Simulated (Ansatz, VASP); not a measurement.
**TiC in VASP and in Ansatz**

```
Ti C
1.0
     0.00000    2.16572    2.16572
     2.16572    0.00000    2.16572
     2.16572    2.16572    0.00000
Ti C
1 1
Direct
  0.00000 0.00000 0.00000
  0.50000 0.50000 0.50000
```

The cell is a database's computed one.

Alike in both runs: task relaxation of cell and atoms; functional LDA; k mesh 11 × 11 × 11; occupations fermi-dirac, width 0.05 eV; no spin polarisation; Hubbard terms Ti d U = 6.0 eV.

```csv
,VASP,Ansatz
version,VASP 6.6.1,Ansatz 0.2.0
potentials or method,"VASP PAW LDA potentials, release 64 (Ti_sv, C)",Ansatz PAW
plane-wave cutoff (eV),600,420
valence electrons in the cell,16,16
```

```csv
,VASP,Ansatz,Ansatz less VASP
"gap on the k mesh at the Fermi level, each at its own relaxed structure (eV)",none,none,-
relaxed volume (Å³/atom),10.36,10.09,-0.267
relaxed cell length with the largest relative difference (Å),3.083,3.056,-0.0267
energy change over the relaxation (meV/atom),-3,0,+2.8
```

The programs project onto different local orbitals, so the same U acts differently. A gap of «none» marks a metal or a gap that the smearing closes.

Caveats: U without spin polarisation on a metal has little footing; the U is typed as a test and isn't derived for this compound; the plane-wave basis is chosen anew once the cell has moved, so the energies of steps on either side of that aren't comparable (Ansatz); the pressure holds a Pulay correction of +0.4 GPa for the finite cutoff (Ansatz); the PAW data sets come from PBE, with cores solved anew for the run's functional, which leaves a small shift of forces and pressure (Ansatz).
